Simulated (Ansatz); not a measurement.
# GaAs (F-43m) in Ansatz: further runs

Aim: see how the results for GaAs move with the level of theory and the settings. Levels: PBEsol, HSE06, PBE0. Tasks: single point.

Everything below comes from runs of Ansatz 0.2.0. Logs are shortened: lines on timing, memory, paths and dates and some standing lists are left out, and cuts for length are marked.

**The experiment to reproduce.**

“Evidence of valence band perturbations in GaAsN/GaAs(001): A combined variable-angle spectroscopic ellipsometry and modulated photoreflectance investigation”, 2008, arxiv:0805.2212 reports, for a bulk crystal of GaAs at 300 K: band gap 1.418 ± 0.005 eV (direct); band gap 1.412 ± 0.01 eV (direct).

The runs below are set against these values where they give the same quantity.

**1. The crystal as given**

Symmetry: F-43m, No. 216, cubic system. The conventional cell has a = 5.654 Å, b = 5.654 Å, c = 5.654 Å, α = 90.00°, β = 90.00°, γ = 90.00°. As (site symmetry -43m) is surrounded by 4 Ga at 2.45 Å. Ga (site symmetry -43m) is surrounded by 4 As at 2.45 Å.

**2. Single point, PBEsol**

Input file input.yaml:

```yaml
crystal:
  lattice:
    - [0.0, 2.82685, 2.82685]
    - [2.82685, 0.0, 2.82685]
    - [2.82685, 2.82685, 0.0]
  atoms:
    - { symbol: As, position: [0.75, 0.75, 0.75] }
    - { symbol: Ga, position: [0.0, 0.0, 0.0] }
kpoints:
  mp_grid: { grid: [6, 6, 6] }
scf:
  occupations: { method: fermi_dirac, width: 0.05 }
hamiltonian:
  xc: pbesol
  pseudopotentials: { kind: all_electron, datasets: crystal }
output:
  forces: true
  stress: true
  eigenvalues: true
```

Potentials or basis: all-electron PAW datasets made for the crystal.

Command:

```sh
ansatz run input.yaml --threads 2 --pin off --max-ram 8192MiB --backend cpu --events-out ev --progress --plain --runs-dir out
```

Output:

```text
Warning: RAYON_NUM_THREADS=2 ignored (pool sized by the plan → 2); use --threads N
hamiltonian.pseudopotentials.datasets: crystal makes datasets for this crystal and solves the spheres of its atoms anew in each pass: cutoff 220.0 eV, the density's 1100.0 eV; for an error of 0.50 meV an atom under PBE, 1.0 meV for the cell; an energy difference from a run of another recipe may be off by several times the error for the cell, under r2SCAN by more, where some 0.1 meV an atom stays at smaller errors; Ga in spheres of 1.376 Å, 13 of its electrons in bands; As in spheres of 1.069 Å, 5 of its electrons in bands, 10 on its site; only band paths and densities of states list, in semicore columns, the levels of the semicore shells that are solved separately: 3d of As
Engine: ansatz 0.2.0, x86_64-unknown-linux-gnu
Pseudopotentials: kind: all_electron
Pseudopotential: As, paw, valence charge 15, recommended cutoff 220 eV (normal), crystal/all_electron/pbesol/scalar/gaussian/As, Koelling and Harmon's equation, gaussian nucleus
Pseudopotential: Ga, paw, valence charge 13, recommended cutoff 220 eV (normal), crystal/all_electron/pbesol/scalar/gaussian/Ga, Koelling and Harmon's equation, gaussian nucleus
Functional definition: PBEsol
  exchange = pbesol_x
  correlation = pbesol_c
Crystal: 2 atoms, lattice volume = 45.179 Å³
Basis set: ecut = 220 eV, 331 PW (Γ), exchange–correlation on 48×48×48 points (8 copies of the dense FFT grid, shifted against one another)
Bands: 13, of which v1, the nominal top of the filled ones, is band 9 counted from 1 (8 counted from 0)
Symmetry: 24 space group operations
Space group: F-43m (ITA 216), of the structure as read, at distance tolerance 3.6e-5 Å
k-points: 16 of 216 (time reversal used)
Non-local potential: As, projectors of the file, l = 0: 1, l = 1: 1
Non-local potential: Ga, projectors of the file, l = 0: 1, l = 1: 1, l = 2: 2
PAW form: soft (Blöchl's): semilocal exchange-correlation on the pseudo side does not see the compensation charge
PAW one-centre angular grid: As, 110 points (default); XC on its mesh's 1825 points in the sphere
PAW one-centre angular grid: Ga, 590 points (default); XC on its mesh's 1917 points in the sphere
Initial density: superposition of atomic densities (neutral atoms: chi_scale 0, normalization atom)
Initial wavefunctions: pseudopotential atomic-orbital guess
Functional: x = pbesol(κ = 0.804, μ = 0.12345679012345678), c = pbesol(β = 0.046)
iter 1 solved again at ethr=3.27e-3 eV; its pass at ethr=1.00e-1 eV (dr2=5.89e-1 eV) is discarded
SCF iter   1: F=—  HF=-114341.569995 eV  |F-HF|=—  |Δ(HF+E_count)|=         —  Δρ=3.41e-2  dr2=6.15e-1  ethr=3.27e-3  ⟨swp⟩=3.4  Hψ=1196  notcnv=0
preconditioner: auto → none  [insulator: Δε(μ)=0.575 eV  Ē_g=15.017 eV  σ=0.050 eV  W_gap=0.99  n_scr=14 (ndim 8)  ℏωp=23.4 eV  f_vac=0.000  D(μ)=0.00/eV (n_scr^D=0)  ε∞_Penn≈3.4]
SCF iter   2: F=—  HF=-114341.487712 eV  |F-HF|=—  |Δ(HF+E_count)|=   8.23e-2  Δρ=1.45e-2  dr2=7.30e-2  ethr=3.27e-3  ⟨swp⟩=3.1  Hψ=519  notcnv=0  defer=1
SCF iter   3: F=—  HF=-114341.490988 eV  |F-HF|=—  |Δ(HF+E_count)|=   3.28e-3  Δρ=4.63e-3  dr2=1.63e-2  ethr=4.05e-4  ⟨swp⟩=3.0  Hψ=442  notcnv=0  defer=2
iter 4 solved again at ethr=2.79e-7 eV; its pass at ethr=9.08e-5 eV (dr2=5.03e-5 eV) is discarded
SCF iter   4: F=—  HF=-114341.485620 eV  |F-HF|=—  |Δ(HF+E_count)|=   5.37e-3  Δρ=5.04e-4  dr2=5.12e-5  ethr=2.79e-7  ⟨swp⟩=3.0  Hψ=1140  notcnv=0
SCF iter   5: F=—  HF=-114341.485644 eV  |F-HF|=—  |Δ(HF+E_count)|=   2.41e-5  Δρ=2.21e-4  dr2=1.56e-5  ethr=2.79e-7  ⟨swp⟩=3.1  Hψ=489  notcnv=0
SCF iter   6: F=—  HF=-114341.485664 eV  |F-HF|=—  |Δ(HF+E_count)|=   1.93e-5  Δρ=8.09e-5  dr2=1.78e-6  ethr=8.67e-8  ⟨swp⟩=3.1  Hψ=440  notcnv=0
SCF iter   7: F=—  HF=-114341.485672 eV  |F-HF|=—  |Δ(HF+E_count)|=   8.38e-6  Δρ=9.12e-6  dr2=4.28e-8  ethr=9.89e-9  ⟨swp⟩=3.1  Hψ=402  notcnv=0
SCF iter   8: F=-114341.485672 eV  HF=-114341.485672 eV  |F-HF|=2.15e-9  |Δ(HF+E_count)|=   1.45e-7  Δρ=1.55e-6  dr2=5.30e-10  ethr=2.38e-10  ⟨swp⟩=3.4  Hψ=508  notcnv=0
SCF 1 converged in 8 iterations: F = -114341.485669 eV  dr2 = 5.30e-10
  Residual-converged pass: ⟨swp⟩=2.8  Hψ=372  notcnv=0  max |occ|·‖R‖ = 5.2e-6 eV (tolerance 5.3e-6 eV)  dr2=5.36e-10  dr2_onsite=1.88e-9  max |Δocc| = 6.0e-11
SCF converged after 8 iterations
Free energy (F): -114341.485669 eV
Harris-Foulkes:  -114341.485669 eV  (|F-HF|=2.15e-9)
Internal energy: -114341.485567 eV  (E = F + TS)
E sigma→0 (E₀):  -114341.485618 eV
Entropy (-TS):   -0.000102 eV (-0.051 meV/atom)
Past the cutoff: the bands carry plane waves up to 1.75 times it, of which those up to 1.5 times it add -0.000240 eV an atom, each by itself; the spheres take 0.000447 eV an atom off the energy for waves past 1.75 times it
By the cutoff:   a pressure is off by up to 0.008 GPa (1.2 times the spheres' own share and the shells' term, over an atom's volume, and 0.004 GPa: a bound that held against runs at twice the plane waves)
Past the cutoffs: a stress includes 0.0028 GPa for waves and charges beyond them, in addition to the slope of what the spheres take
In the spheres:  the bands' charges fall short by 4.2e-7 e at most (sound up to 1e-3), those of shells solved beside the bands by 2.0e-7 e (sound up to 5e-4)
Fermi energy:    9.482784 eV
--- Per-component energies (eV) ---
  E_band       = -23.805381
  E_kinetic    = 114.213482
  E_local      = -3232.737626  (includes V_loc(G=0)·N_el)
  E_nonlocal   = -472.424963
  E_hartree    = 1500.571611
  E_xc         = -109.447867
  E_vxc        = -125.203941  (∫ρ·V_xc dr)
  E_paw        = -118678.273233  (= ΣΔE_a)
  E_vpaw       = -8544.136147  (= ΣTr[D̂ρ^β])
  E_ewald      = -2698.727786
  E_smearing   = -0.000102  (= −TS)
  E_closure    = 9235.340816  (closes the sum)
  Σ components = -114341.485669   (vs F -114341.485669, Δ=0.00e0)
  The terms above E_closure are by the made datasets' own strengths, without shells solved beside the bands.
--- Forces (eV/Å), atoms counted from 1 ---
  atom   1  As     0.00000000    -0.00000000     0.00000000
  atom   2  Ga    -0.00000000     0.00000000     0.00000000
  max |Σ_I F_I| component: 1.30e-16 eV/Å
--- Stress (GPa, compression-positive) ---
        0.184166      -0.000000      -0.000000
       -0.000000       0.184166       0.000000
        0.000000       0.000000       0.184166
  P = ⅓ Tr σ = 0.1842 GPa (1.842 kbar)
  It holds what live shells' own plane waves past their cutoff add
--- Band table (eV; the first three rows and the last of 16) ---
  k-point 0: bands = ["-5.5532", "-5.5532", "-5.5532", "-5.4743", "-5.4743", "-3.5198", "9.2330", "9.2330", "9.2330", "9.6769", "12.9283"]
  k-point 1: bands = ["-5.5764", "-5.5472", "-5.5472", "-5.4746", "-5.4746", "-3.1979", "6.4943", "8.8496", "8.8496", "10.8084", "13.4774"]
  k-point 2: bands = ["-5.6168", "-5.5373", "-5.5373", "-5.4728", "-5.4728", "-2.3668", "3.8236", "8.3018", "8.3018", "10.3786", "13.8880"]
  k-point 15: bands = ["-5.6573", "-5.5168", "-5.5081", "-5.4892", "-5.4676", "-0.9614", "2.5286", "5.8571", "5.9987", "12.4152", "12.6292"]
```

Wall time 12 s (2 threads of AMD EPYC (Zen 3), shared host); peak memory 0.48 GiB.

What came out:

```
Free energy            : -114341.4857 eV
Pressure               : 0.2 GPa
Band gap on the k mesh : 0.44 eV, direct
```

**3. Single point, HSE06**

Edit input.yaml of step 2 so:

```diff
@@ -13,3 +13,3 @@
 hamiltonian:
-  xc: pbesol
+  xc: hse06
   pseudopotentials: { kind: all_electron, datasets: crystal }
@@ -18,2 +18 @@
   stress: true
-  eigenvalues: true
```

Potentials or basis: all-electron PAW datasets made for the crystal.

Command:

```sh
ansatz run input.yaml --threads 2 --pin off --max-ram 8192MiB --backend cpu --events-out ev --progress --plain --runs-dir out
```

Run time: 9.5 min. Hardware: 2 threads of AMD EPYC (Zen 3), shared host; peak memory 0.97 GiB.

The run converged. Its results:

* Free energy: -114424.6940 eV
* Pressure: 1.2 GPa
* Band gap on the k mesh: 1.43 eV, direct

Levels at points of the mesh, in eV from the valence-band top:
```csv
k point,band 12,band 13,band 14,band 15
"(0.00, 0.00, 0.00)",0.00,0.00,0.00,1.43
"(0.00, 0.00, -0.50)",-7.21,-1.23,-1.23,1.77
"(0.00, -0.50, -0.50)",-7.39,-2.91,-2.91,2.06
```

**4. Single point, PBE0**

Edit input.yaml of step 3 so:

```diff
@@ -13,3 +13,3 @@
 hamiltonian:
-  xc: hse06
+  xc: pbe0
   pseudopotentials: { kind: all_electron, datasets: crystal }
```

Command:

```sh
ansatz run input.yaml --threads 2 --pin off --max-ram 8192MiB --backend cpu --events-out ev --progress --plain --runs-dir out
```

Wall time 9.9 min (2 threads of AMD EPYC (Zen 3), shared host); peak memory 0.98 GiB.

Results (log left out):

| Item | Value |
| --- | --- |
| Free energy | -114424.6959 eV |
| Pressure | 1.0 GPa |
| Band gap on the k mesh | 2.02 eV, direct |

Levels at points of the mesh, in eV from the valence-band top:
```tsv
k point	band 11	band 12	band 13	band 14	band 15
(0.00, 0.00, 0.00)	-14.07	0.00	0.00	0.00	2.02
(0.00, 0.00, -0.50)	-12.14	-7.33	-1.26	-1.26	2.39
(0.00, -0.50, -0.50)	-11.31	-7.50	-2.97	-2.97	2.70
```

**5. Overview**

| level | cutoff (eV) | gap on the mesh (eV) | pressure (GPa) |
| --- | --- | --- | --- |
| PBEsol | 220 | 0.44 | 0.2 |
| HSE06 | 360 | 1.43 | 1.2 |
| PBE0 | 360 | 2.02 | 1.0 |

Alike in all rows: task single point; potentials or basis all-electron PAW datasets made for the crystal; no spin polarisation; cell as given; k mesh 6 × 6 × 6; smearing fermi-dirac 0.05 eV.

On the cell as given the gap runs from 0.44 eV (PBEsol) to 2.02 eV (PBE0). The pressure there spans 0.2 GPa (PBEsol) to 1.2 GPa (HSE06); a positive pressure means that this level wants a larger cell, a negative one a smaller.

Compare energies only between runs with the same functional and basis.

**6. How close it comes**

Step 2. A measured gap of GaAs is 1.418 eV (direct; 300 K; “Evidence of valence band perturbations in GaAsN/GaAs(001): A combined variable-angle spectroscopic ellipsometry and modulated photoreflectance investigation”, 2008, arxiv:0805.2212); the calculated 0.44 eV misses it by -0.97 eV. 3 values of this kind are on record (1.412 to 1.51 eV); this one was drawn at random among those near their median, those with a stated uncertainty first. Spin-orbit coupling on As, Ga is left out. The value is that of PBEsol on a finite k mesh, which can miss the band edges, without temperature or zero-point motion. Semilocal functionals fall short of measured gaps as a rule.

Step 3. Measured gap of GaAs: 1.418 eV (direct; 300 K; “Evidence of valence band perturbations in GaAsN/GaAs(001): A combined variable-angle spectroscopic ellipsometry and modulated photoreflectance investigation”, 2008, arxiv:0805.2212). This calculation gives 1.43 eV (+0.02 eV). 3 values of this kind are on record (1.412 to 1.51 eV); this one was drawn at random among those near their median, those with a stated uncertainty first. Spin-orbit coupling on As, Ga is left out. The value is that of HSE06 on a finite k mesh, which can miss the band edges, without temperature or zero-point motion.

Step 4. Against the measured gap of GaAs, 1.412 eV (direct; 300 K; “Evidence of valence band perturbations in GaAsN/GaAs(001): A combined variable-angle spectroscopic ellipsometry and modulated photoreflectance investigation”, 2008, arxiv:0805.2212), the calculated 2.02 eV is off by +0.61 eV. 3 values of this kind are on record (1.412 to 1.51 eV); this one was drawn at random among those near their median, those with a stated uncertainty first. Spin-orbit coupling on As, Ga is left out. The value is that of PBE0 on a finite k mesh, which can miss the band edges, without temperature or zero-point motion.
